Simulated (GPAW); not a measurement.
# MnGa15P16 (GaP32 Mn1): moments or none, part 2 of 2

Wanted: the moments of MnGa15P16 (GaP32 Mn1) and the energy gained by spin polarisation.

GPAW 26.7.0; PBE; plane waves with GPAW's PAW setups, scalar-relativistic.

So far. Step 2 (Order 1, typed as ferro +): After 31 cycles the largest moment stands at 3.48 μB.

## (3) Start 2: no spin polarisation

A run without seeds gives the energy of the state without moments.

Contents of nospin.py:

```python
import json
import numpy as np
from ase import Atoms
from ase.parallel import paropen, parprint
from gpaw import GPAW

atoms = Atoms(['Mn', 'P', 'Ga', 'P', 'Ga', 'P', 'Ga', 'P', 'Ga', 'P', 'Ga', 'P', 'Ga', 'P', 'Ga', 'P', 'Ga', 'P', 'Ga', 'P', 'Ga', 'P', 'Ga', 'P', 'Ga', 'P', 'Ga', 'P', 'Ga', 'P', 'Ga', 'P'],
    cell=[[10.902, 0.0, 0.0],
         [0.0, 10.902, 0.0],
         [0.0, 0.0, 5.451]],
    scaled_positions=[[0.0, 0.0, 0.0],
         [0.125, 0.125, 0.25],
         [0.0, 0.25, 0.5],
         [0.125, 0.375, 0.75],
         [0.25, 0.0, 0.5],
         [0.375, 0.125, 0.75],
         [0.25, 0.25, 0.0],
         [0.375, 0.375, 0.25],
         [0.0, 0.5, 0.0],
         [0.125, 0.625, 0.25],
         [0.0, 0.75, 0.5],
         [0.125, 0.875, 0.75],
         [0.25, 0.5, 0.5],
         [0.375, 0.625, 0.75],
         [0.25, 0.75, 0.0],
         [0.375, 0.875, 0.25],
         [0.5, 0.0, 0.0],
         [0.625, 0.125, 0.25],
         [0.5, 0.25, 0.5],
         [0.625, 0.375, 0.75],
         [0.75, 0.0, 0.5],
         [0.875, 0.125, 0.75],
         [0.75, 0.25, 0.0],
         [0.875, 0.375, 0.25],
         [0.5, 0.5, 0.0],
         [0.625, 0.625, 0.25],
         [0.5, 0.75, 0.5],
         [0.625, 0.875, 0.75],
         [0.75, 0.5, 0.5],
         [0.875, 0.625, 0.75],
         [0.75, 0.75, 0.0],
         [0.875, 0.875, 0.25]],
    pbc=True)
atoms.calc = GPAW(mode={'name': 'pw', 'ecut': 450},
    xc='PBE',
    kpts={'size': (3, 3, 5), 'gamma': True},
    occupations={'name': 'fermi-dirac', 'width': 0.05},
    convergence={'density': 1e-05, 'energy': 1e-05},
    maxiter=200,
    mixer={'name': 'pulay', 'beta': 0.05, 'nmaxold': 6, 'weight': 50},
    symmetry={'tolerance': 1e-4},
    txt='nospin.txt')
e = atoms.get_potential_energy(force_consistent=True)
res = {'free_energy': e, 'energy_sigma0': atoms.get_potential_energy(), 'fermi_energy': atoms.calc.get_fermi_level()}
parprint(f'free energy: {e:.6f} eV')
atoms.calc.write('nospin.gpw')
with paropen('results.json', 'w') as f:
    json.dump(res, f)
```

Started as:

```sh
OMP_NUM_THREADS=1 mpirun -n 4 gpaw python nospin.py > nospin.log
```

Numbers of over 12 decimals in the logs are rounded to 6 here.

Log:

```text
free energy: -149.255448 eV

--- nospin.txt ---
Input parameters:
  mode=PW(ecut=450),
  convergence={'density': 1e-05, 'energy': 1e-05},
  kpts=MonkhorstPack(size=(3, 3, 5), gamma=True),
  maxiter=200,
  mixer=Pulay(name='pulay', nmaxold=6, beta=0.05, weight=50, sigma=0.015, g_ss=None),
  occupations=Occupations(name='fermi-dirac', width=0.05),
  symmetry=Symmetry(tolerance=0.0001),
  xc=XC(name='PBE')

Diagonalizing LCAO Hamiltonian
Converting LCAO to pw mode
        .--------------------------.
       /|                          |
      / |                          |
     /  |  P            P          |
    /   |      P             P     |
   /  Ga|           Ga             |
  /    P|        P   P         P   |
 *      .--Ga------------Ga--------.
 |     / P  P         P   P       /
 | Ga /      Ga Ga         Ga    /
 |   /        P            P    /
 |  /P  Ga        GP Ga        /
 | /      Ga           Ga     /
 |/                          /
 Mn-----------Ga------------*

Atoms  # Å, Bohr magnetons
|    | symbol |        x |        y |        z |    initial magnetic moments |
|----|--------|----------|----------|----------|-----------------------------|
|  0 |     Mn | 0.000000 | 0.000000 | 0.000000 | ( 0.0000,  0.0000,  0.0000) |
|  1 |      P | 1.362750 | 1.362750 | 1.362750 | ( 0.0000,  0.0000,  0.0000) |
|  2 |     Ga | 0.000000 | 2.725500 | 2.725500 | ( 0.0000,  0.0000,  0.0000) |
|  3 |      P | 1.362750 | 4.088250 | 4.088250 | ( 0.0000,  0.0000,  0.0000) |
|  4 |     Ga | 2.725500 | 0.000000 | 2.725500 | ( 0.0000,  0.0000,  0.0000) |
|  5 |      P | 4.088250 | 1.362750 | 4.088250 | ( 0.0000,  0.0000,  0.0000) |
|  6 |     Ga | 2.725500 | 2.725500 | 0.000000 | ( 0.0000,  0.0000,  0.0000) |
|  7 |      P | 4.088250 | 4.088250 | 1.362750 | ( 0.0000,  0.0000,  0.0000) |
|  8 |     Ga | 0.000000 | 5.451000 | 0.000000 | ( 0.0000,  0.0000,  0.0000) |
|  9 |      P | 1.362750 | 6.813750 | 1.362750 | ( 0.0000,  0.0000,  0.0000) |
| 10 |     Ga | 0.000000 | 8.176500 | 2.725500 | ( 0.0000,  0.0000,  0.0000) |
| 11 |      P | 1.362750 | 9.539250 | 4.088250 | ( 0.0000,  0.0000,  0.0000) |
| 12 |     Ga | 2.725500 | 5.451000 | 2.725500 | ( 0.0000,  0.0000,  0.0000) |
| 13 |      P | 4.088250 | 6.813750 | 4.088250 | ( 0.0000,  0.0000,  0.0000) |
| 14 |     Ga | 2.725500 | 8.176500 | 0.000000 | ( 0.0000,  0.0000,  0.0000) |
| 15 |      P | 4.088250 | 9.539250 | 1.362750 | ( 0.0000,  0.0000,  0.0000) |
| 16 |     Ga | 5.451000 | 0.000000 | 0.000000 | ( 0.0000,  0.0000,  0.0000) |
| 17 |      P | 6.813750 | 1.362750 | 1.362750 | ( 0.0000,  0.0000,  0.0000) |
| 18 |     Ga | 5.451000 | 2.725500 | 2.725500 | ( 0.0000,  0.0000,  0.0000) |
| 19 |      P | 6.813750 | 4.088250 | 4.088250 | ( 0.0000,  0.0000,  0.0000) |
| 20 |     Ga | 8.176500 | 0.000000 | 2.725500 | ( 0.0000,  0.0000,  0.0000) |
| 21 |      P | 9.539250 | 1.362750 | 4.088250 | ( 0.0000,  0.0000,  0.0000) |
| 22 |     Ga | 8.176500 | 2.725500 | 0.000000 | ( 0.0000,  0.0000,  0.0000) |
| 23 |      P | 9.539250 | 4.088250 | 1.362750 | ( 0.0000,  0.0000,  0.0000) |
| 24 |     Ga | 5.451000 | 5.451000 | 0.000000 | ( 0.0000,  0.0000,  0.0000) |
| 25 |      P | 6.813750 | 6.813750 | 1.362750 | ( 0.0000,  0.0000,  0.0000) |
| 26 |     Ga | 5.451000 | 8.176500 | 2.725500 | ( 0.0000,  0.0000,  0.0000) |
| 27 |      P | 6.813750 | 9.539250 | 4.088250 | ( 0.0000,  0.0000,  0.0000) |
| 28 |     Ga | 8.176500 | 5.451000 | 2.725500 | ( 0.0000,  0.0000,  0.0000) |
| 29 |      P | 9.539250 | 6.813750 | 4.088250 | ( 0.0000,  0.0000,  0.0000) |
| 30 |     Ga | 8.176500 | 8.176500 | 0.000000 | ( 0.0000,  0.0000,  0.0000) |
| 31 |      P | 9.539250 | 9.539250 | 1.362750 | ( 0.0000,  0.0000,  0.0000) |

Unit cell  # Å
| periodic |         x |         y |        z |   lengths |    angles |
|----------|-----------|-----------|----------|-----------|-----------|
|      yes | 10.902000 |  0.000000 | 0.000000 | 10.902000 | 90.000000 |
|      yes |  0.000000 | 10.902000 | 0.000000 | 10.902000 | 90.000000 |
|      yes |  0.000000 |  0.000000 | 5.451000 |  5.451000 | 90.000000 |

Number of symmetries: 8

BZ-sampling:
  Number of BZ points: 45
  Number of IBZ points: 9

  Monkhorst-Pack size: [3, 3, 5]
  Monkhorst-Pack shift: [0, 0, 0]

Plane wave coefficients: 14089
Cutoff: 450.000000 eV

Spin-components: 1 (collinear spins)
Bands:           88
Projectors:      161
Spin-degeneracy: 2
Datatype:        complex128

Parallelization:
  kpt:    2
  domain: 2
  band:   1

Density:
  Valence electrons: 140.0
  Components: 1
  Grid points: [54 54 27]
  Charge: 0.0  # |e|

Potential:
  Grid points: [54 54 27]

[... setups left out ...]
Reference energy: -973630.779546  # eV

eigensolver:
  PPCG
  Converge bands: occupied
  niter=2

density mixing:
  Pulay-Mixer
  Linear mixing parameters: 0.05
  Old densities: 6
  Fourier metric: weight=50, sigma=0.015

occupation numbers:
  Fermi-Dirac:
    width: 0.0500  # eV

poisson solver:
  ecut: 3600.000000  # eV

xc functional:
  name: PBE with 2 nearest neighbor stencil

convergence criteria:
- Maximum integral of absolute [dens]ity change: 1e-05 electrons / valence electron
- Maximum [total energy] change in last 3 cyles: 1e-05 eV / valence electron
- Maximum integral of absolute [eigenst]ate change: 4e-08 eV^2 / valence electron
maximum number of iterations: 200

SCF iterations
|iter     |      energy | eigst |  dens |
|---------|-------------|-------|-------|
|iter:   1|       0s | -152.596200 | +0.03 |       |
|iter:   2|      10s | -151.477495 | -1.12 | -0.85 |
|iter:   3|      19s | -150.950922 | -2.19 | -0.91 |
|iter:   4|      29s | -149.246153 | -1.05 | -0.95 |
|iter:   5|      38s | -149.268679 | -2.28 | -1.36 |
|iter:   6|      48s | -149.286023 | -2.25 | -1.41 |
|iter:   7|      57s | -149.254862 | -2.90 | -1.94 |
|iter:   8|      67s | -149.254516 | -3.46 | -2.28 |
|iter:   9|      76s | -149.254024c| -4.62 | -2.54 |
|iter:  10|      85s | -149.253173c| -4.47 | -2.59 |
|iter:  11|      95s | -149.252759c| -4.80 | -2.80 |
|iter:  12|     104s | -149.252681c| -6.15 | -2.98 |
|iter:  13|     114s | -149.252621c| -5.73 | -3.00 |
|iter:  14|     123s | -149.252776c| -6.06 | -3.06 |
|iter:  15|     132s | -149.252812c| -6.02 | -3.36 |
|iter:  16|     142s | -149.252811c| -6.87 | -3.80 |
|iter:  17|     151s | -149.252816c| -7.56c| -3.85 |
|iter:  18|     156s | -149.252817c| -7.73c| -3.91 |
|iter:  19|     165s | -149.252824c| -7.42c| -3.99 |
|iter:  20|     170s | -149.252824c| -7.84c| -4.36 |
|iter:  21|     175s | -149.252825c| -7.91c| -4.45 |
|iter:  22|     179s | -149.252825c| -8.15c| -4.62 |
|iter:  23|     189s | -149.252826c| -8.18c| -4.65 |
|iter:  24|     193s | -149.252826c| -8.46c| -4.84 |
|iter:  25|     198s | -149.252826c| -8.79c| -4.96 |
|iter:  26|     203s | -149.252826c| -9.22c| -5.08c|

Converged in 26 steps
Energy contributions relative to reference atoms: (reference = -973630.779546)

Energy contributions:
  Kinetic:         361.919836
  Coulomb:        -318.829618
  Zero:              0.403717
  External:          0.000000
  Xc:             -192.744138
  Entropy:          -0.005244
  Spinorbit:         0.000000
  ----------------------------
  Free energy:    -149.255448
  Extrapolated:   -149.252826

dipole moment: (-107.873413, -107.873413, -109.490931)  # |e|*Ang

Fermi level: 5.477
Eigenvalues  # (at kpt = [0.000, 0.000, 0.000])
| band index |      eig [eV] | occ [0-2] |
|------------|---------------|-----------|
|          0 |       -73.436 |     2.000 |
|        ... |               |           |
|         62 |         3.617 |     2.000 |
|         63 |         3.617 |     2.000 |
|         64 |         3.708 |     2.000 |
|         65 |         4.510 |     2.000 |
|         66 |         4.572 |     2.000 |
|         67 |         4.572 |     2.000 |
|         68 |         4.934 |     2.000 |
|         69 |         4.971 |     2.000 |
|         70 |         5.953 |     0.000 |
|         71 |         6.066 |     0.000 |
|         72 |         6.066 |     0.000 |
|         73 |         6.777 |     0.000 |
|         74 |         6.802 |     0.000 |
|         75 |         6.802 |     0.000 |
|         76 |         6.822 |     0.000 |
|         77 |         6.932 |     0.000 |
|        ... |               |           |
|         87 |         8.538 |     0.000 |

Gap: 0.443 eV
Transition (v -> c):
  (s=0, k=2, n=69, [0.00, 0.00, 0.40]) -> (s=0, k=6, n=70, [0.33, 0.33, 0.00])
Direct/indirect transitions are different
Direct gap: 0.512 eV
Transition at: (s=0, k=8, n=69, [0.33, 0.33, 0.40])
```

Elapsed: 3.6 min, on 4 MPI ranks of Arm Neoverse V1, shared host; peak memory 1.4 GiB.

Read from the output:

| Property | Result |
| --- | --- |
| final state | non-magnetic (no spin polarisation) |

It lies 831 meV a seeded atom over the first start.

## (4) Energies of the orders

These are free energies at a smearing of 0.05 eV, so its entropy term is in the differences. They are divided by the number of seeded atoms, so that cells of unlike size compare.

Orders:

```csv
start,final state,typed order kept,energy over the lowest (meV a seeded atom),largest site moment (μB),net moment (μB a primitive cell),mesh matched,CPU time (s)
ferro +,ferromagnetic,yes,0,3.481,4,yes,2018
no spin polarisation,non-magnetic,-,830.9,0,0,yes,872.2
```

## (5) Summary of results

| Quantity | Value |
| --- | --- |
| lower run | with moments |
| largest site moment | 3.48 μB |
| energy gained by spin polarisation | 831 meV a seeded atom |

In words: The crystal holds moments, up to 3.48 μB, and gains 831 meV a seeded atom by them. No antiferromagnetic order was tried, so the session says nothing on how the moments order.

[Logs and program files are shortened in this print: banners, set-up blocks, solver, clock and traceback lines can be left out without a mark of their own.]

[Logs are printed without paths, hosts, clocks, repeated set-up lines and the standing remarks that a program may print on its own settings, such as how far it seeks lower states.]

[Hosts, paths, dates, database ids (printed as entryN), source tags and the programs' standing remarks are cut or masked in the printed files.]

[Where a cell is said to come from a database of computed structures, the database is the Materials Project.]
